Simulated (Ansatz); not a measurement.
**BeS (F-43m): G0W0 and the treatment of frequencies and band sums**

```
Be S
1.0
     0.00000    2.41000    2.41000
     2.41000    0.00000    2.41000
     2.41000    2.41000    0.00000
Be S
1 1
Direct
  0.00000 0.00000 0.00000
  0.25000 0.25000 0.25000
```

Held fixed (Ansatz):

```
orbitals        : PBE
datasets        : soft PAW set, first generation
k mesh          : 4×4×4
response cutoff : 200 eV
wave cutoff     : 420 eV
```

The gap is read from Γ to k = (0, -0.5, -0.5), linearised, between the Kohn-Sham band edges among the points solved. ε∞ is the electronic dielectric constant on this mesh. Runs with cut sums weigh the q → 0 term analytically. The completed-sum build treats it its own way, which on a coarse mesh shifts the gap as well.

Taking contour deformation, sums cut at 180 empty bands as the reference, which of the others (plasmon pole fitted at 19.85i eV, sums cut at 180 empty bands; contour deformation, 74 empty bands and completed sums (trial build, its own q → 0 term)) gives the gap farthest from it?

Farthest from contour deformation, sums cut at 180 empty bands in the G0W0 gap: contour deformation, 74 empty bands and completed sums (trial build, its own q → 0 term) (+0.17 eV). The nearest differs by 0.064 eV.

```csv
treatment,KS gap (eV),G0W0 gap (eV),ε∞
"contour deformation, sums cut at 180 empty bands",3.06,4.41,5.8
"plasmon pole fitted at 19.85i eV, sums cut at 180 empty bands",3.06,4.35,5.8
"contour deformation, 74 empty bands and completed sums (trial build, its own q → 0 term)",3.06,4.58,5.8
```

Soft PAW datasets can miss an all-electron G0W0 gap by more than 5 %. The cell is a model at fixed atoms and needn't be the relaxed known crystal. Points k are given in fractions of the reciprocal vectors. The mesh is coarse, so these are values at the stated settings, not converged ones. Band sums or response are cut, so the gap isn't at its basis limit. The gap is read on the mesh, and the crystal's band edges can lie off it. Meshes this coarse can overestimate the dielectric constant by a tenth and more.
